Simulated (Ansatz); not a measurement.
# Dielectric response of GaN (10-10) films, part 2 of 4

Wanted: ε of wurtzite GaN (10-10) by finite fields on slabs, and the band edges against the vacuum where run.

Ansatz 0.2.0; plane-wave DFT, PBEsol, Ansatz PAW.

So far, gap on the k-mesh (eV): step 2 (relaxing the film, 12 atoms, units 3) 1.63.

## (3) Single point on the relaxed film, 12 atoms, units 3

The film was relaxed beforehand; a single point on the relaxed positions gives its levels and potential.

input.yaml

```yaml
crystal:
  lattice:
    - [3.19, 0.0, 0.0]
    - [0.0, 5.19, 0.0]
    - [0.0, 0.0, 24.4461157555]
  atoms:
    - { symbol: Ga, position: [0.0, 0.0270691005, 0.3804846635] }
    - { symbol: "N", position: [0.0, 0.3726415391, 0.3695135696] }
    - { symbol: Ga, position: [0.5, 0.4932104437, 0.4015572205] }
    - { symbol: "N", position: [0.5, 0.867737257, 0.4053145211] }
    - { symbol: Ga, position: [0.5, -0.002413172, 0.4839413328] }
    - { symbol: "N", position: [0.5, 0.3727548597, 0.4811783425] }
    - { symbol: Ga, position: [0.0, 0.4975868172, 0.5160586826] }
    - { symbol: "N", position: [0.0, 0.872754844, 0.5188216409] }
    - { symbol: Ga, position: [0.0, -0.0067895597, 0.5984427999] }
    - { symbol: "N", position: [0.0, 0.3677372565, 0.5946854552] }
    - { symbol: Ga, position: [0.5, 0.5270690876, 0.6195153408] }
    - { symbol: "N", position: [0.5, 0.8726415265, 0.6304864304] }
kpoints:
  mp_grid: { grid: [8, 6, 1] }
hamiltonian:
  xc: pbesol
scf:
  occupations: { method: fixed }
  convergence: { dr2_threshold: 1.0e-09 }
efield:
  axis: 3
  dipole_correction: true
  ramp_position: 0.97
  ramp_width: 0.06
output:
  eigenvalues: true
  write_potential: true
  write_density: true
  volumetric_format: npy
```

Started as:

```console
ansatz run input.yaml --threads 4 --pin off --max-ram 8192MiB --backend cpu --events-out ev --progress --plain --runs-dir out
```

Numbers of over 12 decimals in the logs are rounded to 6 here.

Log:

```text
[...]
Crystal: 12 atoms, lattice volume = 404.732 Å³
Basis set: ecut = 420 eV, 7939 PW (Γ)
Bands: 66, of which v1, the nominal top of the filled ones, is band 54 counted from 1 (53 counted from 0)
Symmetry: 2 space group operations
k-points: 20 of 48 (time reversal used)
[...]
SCF iter   1: F=—  HF=-24733.550814 eV  |F-HF|=—  |Δ(HF+E_count)|=         —  Δρ=7.49e-3  dr2=2.78e-1  ethr=1.77e-3  p=0.000 e·Å  D=1.61e-7 V/Å  ΔV_dip=-0.00 eV  dr2_dipole=4.25e-8  V_vac-E_F(+/−)=5.27/5.27 eV  ⟨swp⟩=5.0  Hψ=4808  notcnv=0  defer=200
[...]
SCF iter   2: F=—  HF=-24733.486783 eV  |F-HF|=—  |Δ(HF+E_count)|=   6.40e-2  Δρ=1.59e-3  dr2=8.09e-3  ethr=2.57e-4  p=0.000 e·Å  D=4.03e-5 V/Å  ΔV_dip=-0.00 eV  dr2_dipole=6.63e-8  V_vac-E_F(+/−)=5.71/5.71 eV  ⟨swp⟩=2.7  Hψ=1949  notcnv=0  defer=200
density mixer auto → msr1: gapped (density of states about μ 0.07 of a free-electron gas's, 60 screened modes)
SCF iter   3: F=—  HF=-24733.486835 eV  |F-HF|=—  |Δ(HF+E_count)|=   5.23e-5  Δρ=5.50e-4  dr2=6.80e-4  ethr=7.49e-6  p=-0.000 e·Å  D=-2.34e-6 V/Å  ΔV_dip=0.00 eV  dr2_dipole=6.10e-10  V_vac-E_F(+/−)=5.70/5.70 eV  ⟨swp⟩=2.0  Hψ=2331  notcnv=0  defer=200
[...]
SCF iter  10: F=-24733.487281 eV  HF=-24733.487281 eV  |F-HF|=4.07e-10  |Δ(HF+E_count)|=   4.06e-9  Δρ=3.53e-7  dr2=4.03e-10  ethr=1.00e-12  p=0.000 e·Å  D=1.75e-7 V/Å  ΔV_dip=-0.00 eV  dr2_dipole=8.10e-13  V_vac-E_F(+/−)=5.74/5.74 eV  ⟨swp⟩=17.6  Hψ=6149  notcnv=0
SCF 1 converged in 10 iterations: F = -24733.487281 eV  dr2 = 4.03e-10
[...]
SCF converged after 10 iterations
Free energy (F): -24733.487281 eV
[...]
Internal energy: -24733.487281 eV  (E = F + TS)
E sigma→0 (E₀):  -24733.487281 eV
Fermi energy:    -0.553952 eV
Dipole field:    D = 0.000001 V/Å  (p = 0.000002 e·Å, saw-weighted, corrected)
Work function:   Φ+ = 5.7377 eV   Φ− = 5.7377 eV
[...]
--- Band table (eV; the first three rows and the last of 20) ---
  k-point 0: bands = [... 50 lower, -0.9586, -0.8391, -0.6600, -0.5777, 1.0734, 2.1277, 3.6918, 4.1597, ... 8 higher]
  k-point 1: bands = [... 50 lower, -0.9836, -0.9506, -0.6778, -0.6091, 1.5990, 2.2935, 3.5605, 4.0046, ... 8 higher]
  k-point 2: bands = [... 50 lower, -1.1793, -0.9439, -0.9302, -0.6436, 2.3130, 2.6037, 3.4784, 3.8302, ... 8 higher]
  k-point 19: bands = [... 50 lower, -2.2704, -2.2704, -0.9814, -0.9814, 2.7315, 2.7315, 4.1922, 4.1922, ... 8 higher]
```

Run time: 18 s. Hardware: 4 threads of Arm Neoverse V2, shared host; peak memory 1 GiB.

Numbers from this step:

```yaml
dipole_along_the_normal: 2.30e-6 e·Å
```

Running mean over 2.763 Å of the planar mean; the ramp of the sawtooth is left out. Table of electron's electrostatic potential energy less the highest filled level by z:

```csv
z (Å),electron's electrostatic potential energy less the highest filled level (eV)
3.0,5.74
3.5,5.74
4.0,5.74
4.5,5.74
5.0,5.74
5.5,5.73
6.0,5.72
6.5,5.65
7.0,5.34
7.5,4.04
8.0,1.59
8.5,-1.17
9.0,-3.30
9.5,-4.18
10.0,-4.65
10.5,-4.85
11.0,-4.72
11.5,-4.48
12.0,-4.42
12.5,-4.42
13.0,-4.50
13.5,-4.74
14.0,-4.85
14.5,-4.60
15.0,-4.12
15.5,-3.14
16.0,-0.880
16.5,1.88
17.0,4.25
17.5,5.40
18.0,5.66
18.5,5.72
19.0,5.73
19.5,5.74
20.0,5.74
20.5,5.74
21.0,5.74
```

The gap is 1.63 eV, with the valence edge 5.74 eV and the conduction edge 4.11 eV under the upper vacuum level.

## (4) Atoms held, 12 atoms, units 3, field 0.05 V/Å

A sawtooth potential applies the field, turning back in the middle of the vacuum. With the dipole correction the typed value is the field outside the slab. The induced dipole is small, so the SCF threshold is tight.

input.yaml, as its differences from that of step 3:

```diff
@@ -24,3 +24,3 @@
   occupations: { method: fixed }
-  convergence: { dr2_threshold: 1.0e-09 }
+  convergence: { dr2_threshold: 1.0e-10 }
 efield:
@@ -30,4 +30,4 @@
   ramp_width: 0.06
+  amplitude: 0.05
 output:
-  eigenvalues: true
   write_potential: true
```

Log:

```text
[...]
Crystal: 12 atoms, lattice volume = 404.732 Å³
Basis set: ecut = 420 eV, 7939 PW (Γ)
Bands: 66, of which v1, the nominal top of the filled ones, is band 54 counted from 1 (53 counted from 0)
Symmetry: 2 space group operations
k-points: 20 of 48 (time reversal used)
[...]
SCF iter   1: F=—  HF=-24745.921969 eV  |F-HF|=—  |Δ(HF+E_count)|=         —  Δρ=9.18e-2  dr2=4.35e1  ethr=3.10e-3  p=0.040 e·Å  D=1.78e-2 V/Å  ΔV_dip=-0.43 eV  dr2_dipole=2.62e-4  V_vac-E_F(+/−)=10.98/10.30 eV  ⟨swp⟩=5.0  Hψ=5086  notcnv=0  defer=193
[...]
SCF iter  15: F=-24733.488131 eV  HF=-24733.488131 eV  |F-HF|=2.98e-10  |Δ(HF+E_count)|=  9.82e-11  Δρ=2.05e-7  dr2=8.87e-11  ethr=1.00e-12  p=0.034 e·Å  D=1.52e-2 V/Å  ΔV_dip=-0.37 eV  dr2_dipole=6.11e-17  V_vac-E_F(+/−)=6.09/5.35 eV  ⟨swp⟩=17.1  Hψ=6457  notcnv=0
SCF 1 converged in 15 iterations: F = -24733.488131 eV  dr2 = 8.87e-11
[...]
SCF converged after 15 iterations
[...]
Free energy (F): -24733.488131 eV
[...]
Internal energy: -24733.488131 eV  (E = F + TS)
E sigma→0 (E₀):  -24733.488131 eV
Fermi energy:    -0.553235 eV
Dipole field:    D = 0.015209 V/Å  (p = 0.034017 e·Å, saw-weighted, corrected)
Work function:   not extracted (applied field tilts the vacuum); planar V_es + V_field profile in the machine report
[...]
--- Band table (eV; the first three rows and the last of 20) ---
  k-point 0: bands = [... 50 lower, -0.9589, -0.8402, -0.6593, -0.5766, 1.0729, 2.1277, 3.6907, 4.1594, ... 8 higher]
  k-point 1: bands = [... 50 lower, -0.9842, -0.9517, -0.6768, -0.6085, 1.5981, 2.2939, 3.5600, 4.0038, ... 8 higher]
  k-point 2: bands = [... 50 lower, -1.1806, -0.9450, -0.9290, -0.6426, 2.3100, 2.6061, 3.4779, 3.8296, ... 8 higher]
  k-point 19: bands = [... 50 lower, -2.2793, -2.2606, -1.0049, -0.9582, 2.7093, 2.7532, 4.1895, 4.1939, ... 8 higher]
```

Run time: 23 s. Hardware: 4 threads; peak memory 1 GiB.

This step gave:

```
gap on the k-mesh       : 1.626 eV
dipole along the normal : 0.03402 e·Å
```

The dipole is 0.0340 e·Å, and the gap on the mesh 1.626 eV.

## (5) Atoms held, 12 atoms, units 3, field -0.05 V/Å

input.yaml, as its differences from that of step 4:

```diff
@@ -30,3 +30,3 @@
   ramp_width: 0.06
-  amplitude: 0.05
+  amplitude: -0.05
 output:
```

Log:

```text
[...]
Crystal: 12 atoms, lattice volume = 404.732 Å³
Basis set: ecut = 420 eV, 7939 PW (Γ)
Bands: 66, of which v1, the nominal top of the filled ones, is band 54 counted from 1 (53 counted from 0)
Symmetry: 2 space group operations
k-points: 20 of 48 (time reversal used)
[...]
k-point 0: bands = [... 50 lower, -0.9589, -0.8402, -0.6593, -0.5766, 1.0728, 2.1277, 3.6907, 4.1594, ... 8 higher]
  k-point 1: bands = [... 50 lower, -0.9842, -0.9517, -0.6768, -0.6085, 1.5981, 2.2939, 3.5600, 4.0038, ... 8 higher]
  k-point 2: bands = [... 50 lower, -1.1806, -0.9450, -0.9290, -0.6426, 2.3100, 2.6061, 3.4779, 3.8296, ... 8 higher]
  k-point 19: bands = [... 50 lower, -2.2793, -2.2606, -1.0049, -0.9582, 2.7093, 2.7533, 4.1895, 4.1939, ... 8 higher]
[key lines of the parts left out:]
SCF converged after 15 iterations
Free energy (F): -24733.488131 eV
Fermi energy:    -0.553234 eV
Dipole field:    D = -0.015208 V/Å  (p = -0.034016 e·Å, saw-weighted, corrected)
```

The job ended after 23 s (4 threads; peak memory 0.98 GiB; 91 s of CPU time).

The dipole is -0.0340 e·Å, and the gap on the mesh 1.626 eV.

## (6) Response with the atoms held, 12 atoms, units 3

This step: plane-wave DFT, PBEsol, Ansatz PAW; response to a field along the normal, atoms held (Ansatz 0.2.0).

The two fields give this film's response with the atoms held: the electronic part.

This step gave:

```
equivalent conductor thickness p/(ε₀AE) : 7.436 Å
distance between the outer atoms        : 6.380 Å
thickness                               : 8.288 Å
```

Local field over the applied field, running mean. From the potentials at -0.05 and 0.05 V/Å; running mean over 2.763 Å, taken twice. Table of local field over applied field by z:

z (Å), local field over applied field and a bar from the least value:
```
        5      0.990 ##############################
        6      0.939 ############################
        7      0.792 #######################
        8      0.549 ##############
        9      0.312 ######
       10      0.178 #
       11      0.143 
       12      0.143 
       13      0.143 
       14      0.153 
       15      0.237 ###
       16      0.435 ##########
       17      0.691 ###################
       18      0.888 ##########################
       19      0.976 #############################
       20      0.997 ##############################
```

The induced electron density oscillates, so the rows of the table below give means over windows of 1 Å about each position, cut where the curve ends. Its maxima inside the range that stand out by 2 % of the span (Å: e/Å³ per V/Å): 8.3: 0.00343, 11.8: 0.0013, 14.5: 0.00119. Its minima: 9.9: -0.00119, 12.6: -0.0013, 16.2: -0.00342.

Electrons, planar mean, per unit field. Table of induced electron density by z; means over each step:

z (Å), induced electron density (e/Å³ per V/Å) and a bar from the least value:
```
        5    0.00002 ###############
        6    0.00013 ###############
        7    0.00085 ###################
        8    0.00285 ##############################
        9    0.00153 #######################
       10   -0.00093 ##########
       11    0.00019 ################
       12    0.00048 #################
       13   -0.00081 ##########
       14    0.00069 ##################
       15   -0.00023 #############
       16   -0.00271 
       17   -0.00170 #####
       18   -0.00031 #############
       19   -0.00004 ##############
       20   -0.00001 ###############
```

By hand: between -0.05 and 0.05 V/Å the dipole changes by 0.06803 e·Å, a slope of 0.6803 e·Å²/V. A perfect conductor of thickness t has p = ε₀AEt, so t = 180.95 × 0.6803 / 16.556 = 7.44 Å (e/ε₀ = 180.95 V·Å, A in Å²).

The induced dipole is that of a conductor 7.44 Å thick.

## (7) Relaxing in the field, 12 atoms, field 0.05 V/Å

This step: plane-wave DFT, PBEsol, Ansatz PAW (Ansatz 0.2.0).

Now the atoms may follow the field. A weak field makes forces of meV/Å to tens of meV/Å, so the force tolerance is set well below the usual one.

input.yaml, as its differences from that of step 5:

```diff
@@ -30,3 +30,6 @@
   ramp_width: 0.06
-  amplitude: -0.05
+  amplitude: 0.05
+relax:
+  f_tol: 0.0006
+  max_steps: 70
 output:
```

Log:

```text
[...]
Crystal: 12 atoms, lattice volume = 404.732 Å³
Basis set: ecut = 420 eV, 7939 PW (Γ), exchange–correlation on 48×72×360 points (8 copies of the dense FFT grid, shifted against one another)
Bands: 66, of which v1, the nominal top of the filled ones, is band 54 counted from 1 (53 counted from 0)
Symmetry: 2 space group operations
k-points: 20 of 48 (time reversal used)
[...]
SCF iter   1: F=—  HF=-24745.922011 eV  |F-HF|=—  |Δ(HF+E_count)|=         —  Δρ=9.18e-2  dr2=4.35e1  ethr=3.10e-3  p=0.040 e·Å  D=1.78e-2 V/Å  ΔV_dip=-0.43 eV  dr2_dipole=2.61e-4  V_vac-E_F(+/−)=10.98/10.30 eV  ⟨swp⟩=5.0  Hψ=5035  notcnv=0  defer=194
[...]
SCF iter  16: F=-24733.488131 eV  HF=-24733.488131 eV  |F-HF|=3.64e-12  |Δ(HF+E_count)|=  2.91e-11  Δρ=4.40e-8  dr2=6.82e-12  ethr=1.00e-12  p=0.034 e·Å  D=1.52e-2 V/Å  ΔV_dip=-0.37 eV  dr2_dipole=4.61e-15  V_vac-E_F(+/−)=6.09/5.35 eV  ⟨swp⟩=7.0  Hψ=7658  notcnv=0
SCF 1 converged in 16 iterations: F = -24733.488131 eV  dr2 = 6.82e-12
[...]
relax step   1: F+E_penalty+E_count = -24733.48813060 eV  Δ(F+E_penalty+E_count) = +0.000e0 eV  max|allowed force component| = 2.114e-2 eV/Å  Δτ_max = 0.0000 Å  (16 SCF iters, accepted)
[...]
SCF iter   8: F=-24733.488194 eV  HF=-24733.488194 eV  |F-HF|=6.18e-11  |Δ(HF+E_count)|=  4.29e-10  Δρ=1.68e-7  dr2=7.34e-11  ethr=1.00e-12  p=0.036 e·Å  D=1.60e-2 V/Å  ΔV_dip=-0.39 eV  dr2_dipole=7.36e-13  V_vac-E_F(+/−)=6.08/5.36 eV  ⟨swp⟩=7.3  Hψ=7849  notcnv=0
SCF 2 converged in 8 iterations: F = -24733.488194 eV  dr2 = 7.34e-11
relax step   2: F+E_penalty+E_count = -24733.48819352 eV  Δ(F+E_penalty+E_count) = -6.291e-5 eV  max|allowed force component| = 1.127e-2 eV/Å  Δτ_max = 0.0015 Å  (8 SCF iters, accepted)
SCF iter   1: F=—  HF=-24733.488068 eV  |F-HF|=—  |Δ(HF+E_count)|=         —  Δρ=5.17e-5  dr2=2.56e-5  ethr=9.11e-8  p=0.036 e·Å  D=1.60e-2 V/Å  ΔV_dip=-0.39 eV  dr2_dipole=1.04e-5  V_vac-E_F(+/−)=6.08/5.36 eV  ⟨swp⟩=2.0  Hψ=2745  notcnv=0  defer=200
[...]
SCF iter   8: F=-24733.488209 eV  HF=-24733.488209 eV  |F-HF|=8.37e-11  |Δ(HF+E_count)|=  8.37e-11  Δρ=8.70e-8  dr2=1.57e-11  ethr=1.00e-12  p=0.037 e·Å  D=1.66e-2 V/Å  ΔV_dip=-0.41 eV  dr2_dipole=6.45e-14  V_vac-E_F(+/−)=6.07/5.37 eV  ⟨swp⟩=7.0  Hψ=7488  notcnv=0
SCF 3 converged in 8 iterations: F = -24733.488209 eV  dr2 = 1.57e-11
relax step   3: F+E_penalty+E_count = -24733.48820918 eV  Δ(F+E_penalty+E_count) = -1.566e-5 eV  max|allowed force component| = 1.735e-3 eV/Å  Δτ_max = 0.0007 Å  (8 SCF iters, accepted)
SCF iter   1: F=—  HF=-24733.488058 eV  |F-HF|=—  |Δ(HF+E_count)|=         —  Δρ=2.06e-5  dr2=1.06e-6  ethr=4.25e-8  p=0.037 e·Å  D=1.66e-2 V/Å  ΔV_dip=-0.41 eV  dr2_dipole=6.20e-10  V_vac-E_F(+/−)=6.07/5.37 eV  ⟨swp⟩=2.0  Hψ=1910  notcnv=0  defer=126
[...]
SCF iter   6: F=-24733.488210 eV  HF=-24733.488210 eV  |F-HF|=5.82e-11  |Δ(HF+E_count)|=  1.67e-10  Δρ=1.05e-7  dr2=2.51e-11  ethr=1.00e-12  p=0.037 e·Å  D=1.66e-2 V/Å  ΔV_dip=-0.41 eV  dr2_dipole=2.65e-13  V_vac-E_F(+/−)=6.07/5.37 eV  ⟨swp⟩=7.0  Hψ=7668  notcnv=0
SCF 4 converged in 6 iterations: F = -24733.488210 eV  dr2 = 2.51e-11
relax step   4: F+E_penalty+E_count = -24733.48820971 eV  Δ(F+E_penalty+E_count) = -5.254e-7 eV  max|allowed force component| = 4.316e-4 eV/Å  Δτ_max = 0.0002 Å  (6 SCF iters, accepted)
NSCF: frozen V_eff on 20 k-points
[...]
SCF converged after 6 iterations
[...]
Free energy (F): -24733.488210 eV
[...]
Internal energy: -24733.488210 eV  (E = F + TS)
E sigma→0 (E₀):  -24733.488210 eV
Fermi energy:    -0.553436 eV
Dipole field:    D = 0.016628 V/Å  (p = 0.037193 e·Å, saw-weighted, corrected)
Work function:   not extracted (applied field tilts the vacuum); planar V_es + V_field profile in the machine report
[...]
--- Forces (eV/Å), atoms counted from 1 ---
  atom   1  Ga     0.00000000    -0.00010997    -0.00026646
  atom   2  N      0.00000000     0.00017552     0.00003642
  atom   3  Ga     0.00000000    -0.00009426     0.00005325
  atom   4  N      0.00000000     0.00010937     0.00013259
  atom   5  Ga     0.00000000    -0.00043160    -0.00006887
  atom   6  N      0.00000000     0.00011712     0.00016213
  atom   7  Ga     0.00000000     0.00039710    -0.00011826
  atom   8  N      0.00000000    -0.00007304     0.00009287
  atom   9  Ga     0.00000000     0.00007660     0.00011981
  atom  10  N      0.00000000    -0.00006491     0.00018442
  atom  11  Ga     0.00000000     0.00004167    -0.00030787
  atom  12  N      0.00000000    -0.00014340    -0.00002107
  max |Σ_I F_I| component: 1.04e-6 eV/Å
--- Band table (eV; the first three rows and the last of 20) ---
  k-point 0: bands = [... 50 lower, -0.9576, -0.8394, -0.6594, -0.5776, 1.0734, 2.1278, 3.6912, 4.1598, ... 8 higher]
  k-point 1: bands = [... 50 lower, -0.9837, -0.9509, -0.6778, -0.6087, 1.5989, 2.2937, 3.5604, 4.0045, ... 8 higher]
  k-point 2: bands = [... 50 lower, -1.1796, -0.9443, -0.9301, -0.6431, 2.3124, 2.6041, 3.4785, 3.8304, ... 8 higher]
  k-point 19: bands = [... 50 lower, -2.2719, -2.2683, -0.9968, -0.9657, 2.7240, 2.7388, 4.1893, 4.1953, ... 8 higher]
--- Relaxed structure (4 steps of the walk, 4 accepted, 0 SCFs on fresh bases) ---
  F+E_penalty+E_count = -24733.48820971 eV   max|allowed force component| = 4.316e-4 eV/Å
  atoms:
    - { symbol: Ga, position: [0.0, 0.027215, 0.380539] }
    - { symbol: N, position: [0.0, 0.372765, 0.369455] }
    - { symbol: Ga, position: [0.5, 0.493246, 0.401578] }
    - { symbol: N, position: [0.5, 0.867795, 0.405300] }
    - { symbol: Ga, position: [0.5, -0.00240542, 0.483968] }
    - { symbol: N, position: [0.5, 0.372773, 0.481157] }
    - { symbol: Ga, position: [0.0, 0.497567, 0.516091] }
    - { symbol: N, position: [0.0, 0.872736, 0.518794] }
    - { symbol: Ga, position: [0.0, -0.00683715, 0.598456] }
    - { symbol: N, position: [0.0, 0.367691, 0.594677] }
    - { symbol: Ga, position: [0.5, 0.526924, 0.619571] }
    - { symbol: N, position: [0.5, 0.872530, 0.630413] }
```

The job ended after 50 s (4 threads; peak memory 0.91 GiB; 3.2 min of CPU time).

Hardly anything moved in the relaxation; the energy changed by under 0.2 meV an atom.

This step gave:

```yaml
gap_on_the_k_mesh: 1.627 eV
dipole_along_the_normal: 0.03719 e·Å
```

The relaxation took 4 steps and lowered the energy by 7.9e-5 eV; the largest force on the free atoms ends at 4.3e-4 eV/Å.

The dipole is 0.0372 e·Å, and the gap on the mesh 1.627 eV.

## (8) Relaxing in the field, 12 atoms, field -0.05 V/Å

The opposite sign, again from the field-free geometry; the difference of the two cancels what relaxes without a field.

input.yaml, as its differences from that of step 7:

```diff
@@ -30,3 +30,3 @@
   ramp_width: 0.06
-  amplitude: 0.05
+  amplitude: -0.05
 relax:
```

Log:

```text
[...]
Crystal: 12 atoms, lattice volume = 404.732 Å³
Basis set: ecut = 420 eV, 7939 PW (Γ), exchange–correlation on 48×72×360 points (8 copies of the dense FFT grid, shifted against one another)
Bands: 66, of which v1, the nominal top of the filled ones, is band 54 counted from 1 (53 counted from 0)
Symmetry: 2 space group operations
k-points: 20 of 48 (time reversal used)
[...]
- { symbol: Ga, position: [0.5, -0.00243272, 0.483909] }
    - { symbol: N, position: [0.5, 0.372736, 0.481206] }
    - { symbol: Ga, position: [0.0, 0.497595, 0.516032] }
    - { symbol: N, position: [0.0, 0.872773, 0.518843] }
    - { symbol: Ga, position: [0.0, -0.00675357, 0.598422] }
    - { symbol: N, position: [0.0, 0.367795, 0.594700] }
    - { symbol: Ga, position: [0.5, 0.527215, 0.619461] }
    - { symbol: N, position: [0.5, 0.872765, 0.630545] }
[key lines of the parts left out:]
SCF converged after 6 iterations
Free energy (F): -24733.488210 eV
Fermi energy:    -0.553436 eV
Dipole field:    D = -0.016628 V/Å  (p = -0.037193 e·Å, saw-weighted, corrected)
```

Wall time 49 s (4 threads); peak memory 0.91 GiB.

No atom moved by 0.005 Å in the relaxation.

The relaxation took 4 steps and lowered the energy by 7.9e-5 eV; the largest force on the free atoms ends at 4.3e-4 eV/Å.

The dipole is -0.0372 e·Å, and the gap on the mesh 1.627 eV.

## (9) Response with the atoms relaxed, 12 atoms, units 3

This step: plane-wave DFT, PBEsol, Ansatz PAW; response to a field along the normal, atoms relaxed (Ansatz 0.2.0).

The two relaxed runs give the static response.

Numbers from this step:

```yaml
equivalent_conductor_thickness_p_eps_0ae: 8.130 Å
distance_between_the_outer_atoms: 6.379 Å
```

Local field over the applied field, running mean. From the potentials at -0.05 and 0.05 V/Å; running mean over 2.763 Å, taken twice. Table of local field over applied field by z:

```csv
z (Å),local field over applied field
4.5,0.996
5.0,0.990
5.5,0.974
6.0,0.933
6.5,0.872
7.0,0.783
7.5,0.648
8.0,0.500
8.5,0.361
9.0,0.248
9.5,0.142
10.0,0.0846
10.5,0.0732
11.0,0.0692
11.5,0.0715
12.0,0.0757
12.5,0.0756
13.0,0.0709
13.5,0.0695
14.0,0.0739
14.5,0.0873
15.0,0.152
15.5,0.259
16.0,0.374
16.5,0.516
17.0,0.664
17.5,0.795
18.0,0.879
18.5,0.939
19.0,0.977
19.5,0.991
20.0,0.997
```

The induced dipole is that of a conductor 8.13 Å thick.

(Continued in part 3 of 4.)

[Logs are printed without paths, hosts, clocks, repeated set-up lines and the standing remarks that a program may print on its own settings, such as how far it seeks lower states.]

[Hosts, paths, dates, database ids (printed as entryN), source tags and the programs' standing remarks are cut or masked in the printed files.]

[Maps of the electrostatic potential energy from Ansatz leave out the sawtooth potential of an applied field or a dipole correction, so their vacuum need not be flat; planar profiles and work functions include it.]
